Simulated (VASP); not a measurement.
ZnSe: relaxation of cell and atoms with PBE+D3(BJ)

The system is ZnSe.

```
CELL_PARAMETERS angstrom
0.00000 2.83129 2.83129
2.83129 0.00000 2.83129
2.83129 2.83129 0.00000
ATOMIC_POSITIONS crystal
Zn 0.00000 0.00000 0.00000
Se 0.25000 0.25000 0.25000
```

| Quantity | Value |
| --- | --- |
| Program | VASP 6.6.1 |
| Task | relaxation of cell and atoms |
| Functional | PBE |
| Dispersion | D3(BJ) |
| Potentials or basis | VASP PAW PBE potentials, release 64 (Zn, Se) |
| Cutoff | 520 eV |
| k mesh | 10 × 10 × 10 |
| Occupations | gaussian, width 0.02 eV |
| Spin | no spin polarisation |
| Further INCAR settings | ALGO = Fast; EDIFF = 1e-07; IBRION = 2; EDIFFG = -0.002; NSW = 80; ISIF = 3 |

```yaml
Energy_gained_by_relaxing: 0.0 meV/atom
Ionic_steps: 4
Pressure_after_relaxing: 0.0 GPa
Band_gap_on_the_k_mesh: 1.30 eV, direct
Dispersion_energy_per_atom: -0.323 eV
```

Final structure:
```
Zn Se
1.0
     0.00000    2.83135    2.83135
     2.83135    0.00000    2.83135
     2.83135    2.83135    0.00000
Zn Se
1 1
Direct
  0.00000 0.00000 0.00000
  0.25000 0.25000 0.25000
```

Levels at points of the mesh, in eV from the valence-band top:
```csv
k point,band 7,band 8,band 9,band 10,band 11,band 12
"(0.00, 0.00, 0.00)",0.00,0.00,0.00,1.30,5.80,5.80
"(0.50, 0.00, 0.00)",-5.24,-0.87,-0.87,2.55,6.38,6.38
"(0.50, 0.50, 0.00)",-4.76,-2.20,-2.20,2.98,3.46,10.76
```

Run time: 54 s on 1 thread of Intel(R) Xeon(R) Platinum 8488C (Sapphire Rapids), with other jobs on the host, peak memory 0.2 GiB.
